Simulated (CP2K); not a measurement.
## C under changes of volume

One of the cells (5.672 Å³/atom); the others are scaled copies at fixed shape and fractional positions:

```
C
1.0
     2.52207    0.00000    0.00000
     1.26103    2.18417    0.00000
     1.26103    0.72806    2.05926
C
2
Cartesian
  3.7831 2.1842 1.5444
  2.5221 1.4561 1.0296
```

This isn't the form of C at room conditions, which is graphite.

| Item | Value |
| --- | --- |
| Program | CP2K 2026.2 |
| Functional | LDA |
| Potentials or basis | GTH_POTENTIALS C GTH-PADE-q4; TZVP-MOLOPT-PBE-GTH basis |
| Density cutoff | 6123 eV |
| k mesh | 13 × 13 × 13 |
| Occupations | fermi-dirac, width 0.1 eV |
| Spin | no spin polarisation |

```csv
volume (Å³/atom),energy over the lowest point (meV/atom),pressure (GPa),gap on the mesh (eV)
5.332,10.70,18.1,4.68
5.445,1.75,7.4,4.63
5.558,0.00,-2.3,4.58
5.672,4.82,-11.1,4.53
5.785,15.58,-19.2,4.48
5.899,31.78,-26.4,4.43
6.012,?,?,?
```

Task: What does the run at 6.012 Å³/atom give?

Result: Energy over the lowest point 52.88 meV/atom; pressure -33.1 GPa; gap on the mesh 4.38 eV.

Worked out: A Birch-Murnaghan fit of order 3 (a polynomial in V^(-2/3)) to the other rows has its minimum at 5.53 Å³/atom with B0 = V·E''(V) = 463 GPa and B' = 3.9. It gives 52.72 meV/atom at 6.012 Å³/atom, against the run's 52.88, and -dE/dV = -32.9 GPa, against -33.1. A straight line through the other rows of the gap, of slope -2.47 eV per unit of ln V, extrapolates to 4.38 eV, against the run's 4.38.

Energies are extrapolated to zero smearing.

Caveats: an odd mesh through Γ misses points on the zone boundary, where band edges often lie; the basis of atomic orbitals isn't converged, which shifts pressures, moduli and gaps.
